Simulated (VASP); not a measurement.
P:

```
P
1.0
     1.72573    0.99635    3.12968
    -1.72573    0.99635    3.12968
     0.00000   -1.99270    3.12968
P
2
Direct
  0.76848 0.77746 0.76687
  0.22573 0.22910 0.22694
```

This isn't the form of P at room conditions, which is orthorhombic.

The cell isn't the ideal one: atoms moved at random, drawn with an rms of 0.02 Å.

* Program: VASP 6.6.1
* Task: relaxation of cell and atoms
* Functional: LDA
* Potentials or basis: VASP PAW LDA potentials, release 64 (P)
* Cutoff: 600 eV
* k mesh: 9 × 9 × 9
* Occupations: tetrahedron
* Spin: collinear spin, ferromagnetic start
* Starting moments: [0.5, 0.5] μB

At the start: pressure -3.4 GPa; volume 16.14 Å³/atom.

How do energy, volume and symmetry change on relaxing?

Over 10 steps the energy falls by 17.8 meV/atom and the volume is 15.03 Å³/atom (-6.9 %); space group R-3m (No. 166, to 0.05 Å); moment 0.00 μB per cell.

Step by step:
| step | energy change (eV) | largest force (eV/Å) | pressure (GPa) | volume (Å³) |
| --- | --- | --- | --- | --- |
| 1 | 0.0000 | 0.0475 | -3.45 | 32.29 |
| 2 | -0.0054 | 0.0333 | -2.76 | 32.05 |
| 3 | -0.0200 | 0.2592 | 0.27 | 30.96 |
| 4 | -0.0231 | 0.2436 | 0.61 | 30.76 |
| 5 | -0.0330 | 0.0622 | 1.22 | 30.01 |
| 6 | -0.0344 | 0.0400 | 0.57 | 30.07 |
| 7 | -0.0359 | 0.0778 | -0.05 | 30.02 |
| 8 | -0.0361 | 0.0732 | -0.08 | 30.00 |
| 9 | -0.0358 | 0.0231 | -0.06 | 30.03 |
| 10 | -0.0355 | 0.0163 | -0.01 | 30.06 |

Final structure:
```
P
1.0
     1.71731    0.98368    2.94516
    -1.72368    0.99417    2.94553
     0.00591   -1.97730    2.94499
P
2
Direct
  0.76399 0.77343 0.76334
  0.23022 0.23313 0.23047
```

Caveat: tetrahedron occupations give inexact forces and stress in metals.
